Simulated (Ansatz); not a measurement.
Here is an Ansatz 0.2.0 calculation.

input.yaml

```yaml
crystal:
  lattice:
    - [0.0, 2.57195, 2.57195]
    - [2.57195, 0.0, 2.57195]
    - [2.57195, 2.57195, 0.0]
  atoms:
    - { symbol: Eu, position: [0.0, 0.0, 0.0], spin: 7.0 }
    - { symbol: O, position: [0.5, 0.5, 0.5] }
kpoints:
  mp_grid: { grid: [9, 9, 9] }
scf:
  occupations: { method: fermi_dirac, width: 0.05 }
hamiltonian:
  xc: pbesol
  dispersion: d3bj
  pseudopotentials: { kind: all_electron, lapw: { basis_error: 0.001 } }
magnetization:
  spin_polarized: true
output:
  forces: true
  stress: true
relax:
  f_tol: 0.01
  max_steps: 60
  cell: {}
```

Potentials or basis: all-electron LAPW, scalar-relativistic.

The run is started by

```bash
$ ansatz run input.yaml --threads 2 --pin off --max-ram 6144MiB --backend cpu --events-out ev --progress --plain --runs-dir out
```

Q: Predict the net moment.

A: 6.85 μB per cell.

Q: What does it give for the absolute moment?

A: 7.04 μB per cell.

Final structure:
```
Eu O
1.0
     0.00000    2.45872    2.45872
     2.45872    0.00000    2.45872
     2.45872    2.45872    0.00000
Eu O
1 1
Direct
  0.00000 0.00000 0.00000
  0.50000 0.50000 0.50000
```

Caveat: an open f shell can end in a state above the lowest; a cell with one magnetic atom can't hold antiferromagnetic order, which such compounds often take. The state reached can hang on the start; a lower one may exist.
